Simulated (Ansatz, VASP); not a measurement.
# GaSb in VASP and in Ansatz

```xyz
2
Lattice="0.0000 3.0590 3.0590 3.0590 0.0000 3.0590 3.0590 3.0590 0.0000" Properties=species:S:1:pos:R:3 pbc="T T T"
Sb    4.5885    4.5885    4.5885
Ga    0.0000    0.0000    0.0000
```

Alike in both runs: task band structure; functional revPBE; k mesh 8 × 8 × 8; occupations fermi-dirac, width 0.05 eV; no spin polarisation.

|  | VASP | Ansatz |
| --- | --- | --- |
| version | VASP 6.6.1 | Ansatz 0.2.0 |
| potentials or method | VASP PAW PBE potentials, release 64 (Sb, Ga_d) | Ansatz PAW |
| plane-wave cutoff (eV) | 520 | 420 |
| valence electrons in the cell | 18 | 28 |

|  | VASP | Ansatz | Ansatz less VASP |
| --- | --- | --- | --- |
| gap on the k mesh at the Fermi level (eV) | 0.11 | 0.11 | -0.001 |
| least direct gap on the mesh (eV) | 0.11 | 0.11 | -0.001 |
| gap along the band path (eV) | 0.11 | 0.11 | -0.001 |
| pressure (GPa) | 3.5 | 3.5 | -0.05 |

The two sets of potentials don't hold the same shells in valence.

Caveats: spin-orbit coupling is left out, which moves the levels of the heavy elements; the PAW data sets were made with another functional, which shifts forces and pressure a little (VASP); the PAW data sets come from PBE, with cores solved anew for the run's functional, which leaves a small shift of forces and pressure (Ansatz). As with any semilocal functional, this revPBE gap is likely too small.
